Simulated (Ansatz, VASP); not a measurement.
## GaN in VASP and in Ansatz

File INCAR:

```
PREC     = Accurate       # precision mode
ENCUT    = 520            # plane-wave cutoff, eV
EDIFF    = 1E-7           # SCF threshold, eV
ISMEAR   = 0              # smearing method
SIGMA    = 0.01           # smearing width, eV
LREAL    = False          # projectors in reciprocal space
LASPH    = True           # aspherical terms in the spheres
NELM     = 60             # most SCF steps
ALGO     = Normal         # electronic algorithm
ISIF     = 2              # what is computed and relaxed
LWAVE    = False          # write WAVECAR
LCHARG   = False          # write CHGCAR
GGA      = PE             # functional
NBANDS   = 26             # bands
```

KPOINTS

```
regular mesh
0
Gamma
  9 9 4
```

Contents of POSCAR:

```
GaN
1.0
    3.1858075393      0.0000000000      0.0000000000
   -1.5929037697      2.7589902606      0.0000000000
    0.0000000000      0.0000000000      5.1902861056
Ga N
2 2
Direct
    0.3333333333      0.6666666667     -0.0008524603
    0.6666666667      0.3333333333      0.4991475397
    0.3333333333      0.6666666667      0.3758524603
    0.6666666667      0.3333333333      0.8758524603
```

Input for Ansatz:

```yaml
crystal:
  lattice:
    - [3.1858075393, 0.0, 0.0]
    - [-1.5929037697, 2.7589902606, 0.0]
    - [0.0, 0.0, 5.1902861056]
  atoms:
    - { symbol: Ga, position: [0.3333333333, 0.6666666667, -0.0008524603] }
    - { symbol: Ga, position: [0.6666666667, 0.3333333333, 0.4991475397] }
    - { symbol: "N", position: [0.3333333333, 0.6666666667, 0.3758524603] }
    - { symbol: "N", position: [0.6666666667, 0.3333333333, 0.8758524603] }
kpoints:
  mp_grid: { grid: [9, 9, 4] }
hamiltonian:
  xc: pbe
scf:
  occupations: { method: fixed }
  n_extra_bands: 5
output:
  forces: true
  stress: true
  eigenvalues: true
```

Alike in both runs: task single point; functional PBE; k mesh 9 × 9 × 4; no spin polarisation.

```csv
,VASP,Ansatz
version,VASP 6.6.1,Ansatz 0.2.0
potentials or method,"VASP PAW PBE potentials, release 64 (Ga_d, N)","plane waves, PAW"
plane-wave cutoff (eV),520,420
occupations,"gaussian, width 0.01 eV",fixed
valence electrons in the cell,36,36
```

```tsv
	VASP	Ansatz	Ansatz less VASP
gap on the k mesh at the Fermi level (eV)	1.92	1.91	-0.008
pressure (GPa)	5.7	5.6	-0.05
```

PBE gaps usually lie below the measured ones, often by a third to a half.
